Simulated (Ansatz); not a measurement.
Something may be wrong with this Ansatz 0.2.0 calculation of La.

input.yaml

```yaml
crystal:
  lattice:
    - [3.75, 0.0, 0.0]
    - [-1.875, 3.2475952642, 0.0]
    - [0.0, 0.0, 6.07]
  atoms:
    - { symbol: La, position: [0.6666666667, 0.3333333333, 0.75] }
    - { symbol: La, position: [0.3333333333, 0.6666666667, 0.25] }
hamiltonian:
  xc: pbesol
  pseudopotentials: { kind: paw }
  hubbard: { sites: [{ species: La, l: g, u_eff: 30.0 }] }
kpoints:
  mp_grid: { grid: [8, 8, 5] }
  band_path:
    path:
      - [[0.0, 0.0, 0.0], [0.5, 0.0, 0.0], [0.3333333333, 0.3333333333, 0.0], [0.0, 0.0, 0.0], [0.0, 0.0, 0.5], [0.5, 0.0, 0.5], [0.3333333333, 0.3333333333, 0.5], [0.0, 0.0, 0.5]]
      - [[0.5, 0.0, 0.5], [0.5, 0.0, 0.0]]
      - [[0.3333333333, 0.3333333333, 0.0], [0.3333333333, 0.3333333333, 0.5]]
    npoints: 14
scf:
  occupations: { method: fermi_dirac, width: 0.05 }
  n_extra_bands: 6
  max_iter: 60
output:
  forces: true
  stress: true
  eigenvalues: true
  fatbands: false
```

Potentials or basis: Ansatz PAW.

Command:

```console
$ ansatz run input.yaml --threads 2 --pin off --max-ram 5632MiB --backend cpu --events-out ev --progress --plain --runs-dir out
```

Output:

```text
Error: YAML parse error: error: line 12 column 12: hamiltonian.hubbard: unknown variant `g`, expected one of `s`, `p`, `d`, `f`
  --> <input>:12:12
   |
10 |   xc: pbesol
11 |   pseudopotentials: { kind: paw }
12 |   hubbard: { sites: [{ species: La, l: g, u_eff: 30.0 }] }
   |            ^ hamiltonian.hubbard: unknown variant `g`, expected one of `s`, `p`, `d`, `f`
13 | kpoints:
14 |   mp_grid: { grid: [8, 8, 5] }
   |
```

Q: Diagnose the run.

A: The input was rejected before any iteration. The input holds a flaw that was put in on purpose: a U on a shell that isn't there (hamiltonian.hubbard = {"sites": [{"species": "La", "l": "g", "u_eff": 30.0}]}).

A sound run on the same cell differs in these lines of the main input:
```diff
@@ -12 +11,0 @@
-  hubbard: { sites: [{ species: La, l: g, u_eff: 30.0 }] }
@@ -24 +22,0 @@
-  max_iter: 60
@@ -29 +27 @@
-  fatbands: false
+  fatbands: true
```
